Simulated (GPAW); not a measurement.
Runs of GPAW 26.7.0 on Ti3S4. The structure is trigonal, space group P3m1 (No. 156). Conventional cell: a = 3.444 Å, b = 3.444 Å, c = 11.812 Å, α = 90.00°, β = 90.00°, γ = 120.00°. Ti (site symmetry 3m) is surrounded by 6 S at 2.43 to 2.46 Å. Ti (site symmetry 3m) has 6 S at 2.38 to 2.58 Å as nearest neighbours. Ti (site symmetry 3m) is surrounded by 6 S at 2.42 to 2.54 Å. Around S (site symmetry 3m) lie 6 Ti at 2.38 to 2.46 Å. S (site symmetry 3m) has 3 Ti at 2.42 Å as nearest neighbours. Around S (site symmetry 3m) lie 3 Ti at 2.43 Å. Around S (site symmetry 3m) lie 6 Ti at 2.54 to 2.58 Å. The cell comes from a database or a generator and needn't be the stable form of this composition.

```csv
task,level,potentials or basis,k mesh,band path,band points,pressure (GPa),largest force (eV/Å)
band structure,LDA,"the program's PAW data sets (release 1.2.1) made for this functional, pw",6 × 6 × 2,"GMKGALHA,LM,KH",60,-7.8,0.43
band structure,PBEsol,"PAW data sets generated in the run's folder for this functional, pw",6 × 6 × 2,"GMKGALHA,LM,KH",60,-4.8,0.26
band structure,r2SCAN,"GPAW PAW data sets (gpaw-data 1.2.1), pw",6 × 6 × 2,"GMKGALHA,LM,KH",60,-1.1,0.26
single point,PBEsol,"PAW data sets generated in the run's folder for this functional, pw",9 × 9 × 3,-,-,(a),(b)
```

Alike in all rows: no spin polarisation; cell as given; cutoff (eV) 600; smearing fermi-dirac 0.05 eV.

Problem. Estimate the missing entries.

Solution. (a) -4.7; (b) 0.24.

Caveats: this functional lacks dispersion, which binds the layers, so the pressure and a relaxed spacing across them are unreliable (some runs); the PAW data sets were made with another functional, which shifts forces and pressure a little (some runs).

Not every run made on this cell is shown here.
